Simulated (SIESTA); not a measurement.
The system is Ta.

```
Ta
1.0
     2.90037    0.00000    0.00000
    -1.45019    2.51180    0.00000
     0.00000    0.00000    5.16627
Ta
2
Direct
  0.33333 0.66667 0.25000
  0.66667 0.33333 0.75000
```

This isn't the form of Ta at room conditions, which is bcc.

Base run:

```yaml
Program: SIESTA 5.4.2
Functional: PBEsol
Potentials_or_basis: PseudoDojo 0.4 standard (PBE files, fully relativistic)
Basis: DZP (energy shift 0.003 Ry; two zetas on semicore shells)
Grid_cutoff: 800 Ry
Energy_shift: 0.003 Ry
k_mesh: 8 × 8 × 4
Occupations: fermi-dirac, width 0.05 eV
Spin: non-collinear spin, zero start, spin-orbit coupling
Starting_moments: "[[0.0, 0.0, 0.0], [0.0, 0.0, 0.0]] μB"
```

Its results: band gap on the k mesh none (metal or under the smearing width); pressure -10.7 GPa.

Q: The run is repeated on the same cell with these changes: potentials or basis from PseudoDojo 0.4 standard (PBE files, fully relativistic) to PseudoDojo 0.4 standard (PBEsol files); spin from non-collinear spin, zero start, spin-orbit coupling to no spin polarisation. What comes out?

A: Band gap on the k mesh none (metal or under the smearing width); pressure -6.3 GPa.

Caveats: short orbitals over semicore shells can move pressures by several GPa; the basis of atomic orbitals isn't converged, which shifts pressures, moduli and gaps; the potentials were made for another functional, which shifts forces and pressure (some runs); spin-orbit coupling is left out, which moves the levels of the heavy elements (some runs).
